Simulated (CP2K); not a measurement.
## W2C in CP2K: the effect of functional

W2C:

```
W C
1.0
     3.07005    0.00000    0.00000
    -1.53502    2.65874    0.00000
     0.00000    0.00000    4.67843
W C
2 1
Direct
  0.66667 0.33333 0.25367
  0.33333 0.66667 0.74633
  0.00000 0.00000 0.00000
```

The cell comes from a database or a generator and needn't be the stable form of this composition.

Alike in all runs:

| Item | Value |
| --- | --- |
| Program | CP2K 2026.2 |
| Task | band structure |
| k mesh | 10 × 10 × 6 |
| Occupations | fermi-dirac, width 0.05 eV |
| Spin | no spin polarisation |

```tsv
functional	potentials or basis	pressure (GPa)	largest force (eV/Å)
LDA	GTH_POTENTIALS W GTH-PADE-q14, C GTH-PADE-q4; TZVP-MOLOPT-PBE-GTH basis	-92.1	1.45
PBEsol	POTENTIAL_UZH W GTH-PBE-q14, C GTH-PBE-q4; TZVP-MOLOPT-PBE-GTH basis	-10.4	0.12
RPBE	POTENTIAL_UZH W GTH-PBE-q14, C GTH-PBE-q4; TZVP-MOLOPT-PBE-GTH basis	-1.6	0.01
revPBE	POTENTIAL_UZH W GTH-PBE-q14, C GTH-PBE-q4; TZVP-MOLOPT-PBE-GTH basis	-2.3	0.01
BLYP	GTH_POTENTIALS W GTH-BLYP-q14, C GTH-BLYP-q4; TZVP-MOLOPT-PBE-GTH basis	-2.9	0.45
r2SCAN	POTENTIAL_UZH W GTH-SCAN-q14, C GTH-SCAN-q4; TZVP-MOLOPT-SCAN-GTH basis	?	?
```

Question: What does the run with functional r2SCAN give?

Answer: Pressure -10.0 GPa; largest force 0.07 eV/Å.

Caveats: the basis of atomic orbitals isn't converged, which shifts pressures, moduli and gaps; the potentials were made for another functional, which shifts forces and pressure (some runs); a pressure of tens of GPa on the cell as given is suspect, and the run, the potentials or the cell itself is likely at fault (some runs); forces of over 1 eV/Å show positions far from the minimum, so gaps and moduli don't describe the material at rest (some runs).

Runs at the PBE level aren't shown here.
